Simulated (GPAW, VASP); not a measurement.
# W: changing the Hubbard U on W d

Symmetry: Im-3m, No. 229, cubic system. Conventional cell: a = 3.165 Å, b = 3.165 Å, c = 3.165 Å, α = 90.00°, β = 90.00°, γ = 90.00°. W (site symmetry m-3m) is surrounded by 8 W at 2.74 Å.

Kept alike: task single point; functional LDA; k mesh 12 × 12 × 12; occupations fermi-dirac, width 0.05 eV; no spin polarisation. Program: GPAW, the program's PAW data sets (release 1.2.1) made for this functional, cutoff 600 eV. The mesh is that of the run's cell of 1 atom. No spin-orbit coupling.

| run | pressure (GPa) |
| --- | --- |
| A | 2.73 |
| B | -5.35 |
| C | 9.79 |
| D | -0.67 |
| E | -3.15 |

Pressure is positive in compression; the values hold the error of the finite cutoff, so their zero can differ a little from the energy's minimum. U acts here on a shell without spin polarisation. For a metal such a mesh leaves the last digits unconverged. How U acts hangs on the program's projectors.

Q: The runs differ in the Hubbard U on W d alone: 3; 4; 5; 6; 8 eV. Which run is which?

A: Run A is 6 eV; run B is 3 eV; run C is 8 eV; run D is 5 eV; run E is 4 eV. The pressure rises from -5.35 to 9.79 GPa between 3 and 8 eV. U localises the shell and weakens its bonds, so the cell pushes outwards. A twin series (VASP, LDA PAW files W_sv, 520 eV) moves it by +16.896 between 3 and 8, against +15.132 GPa here.
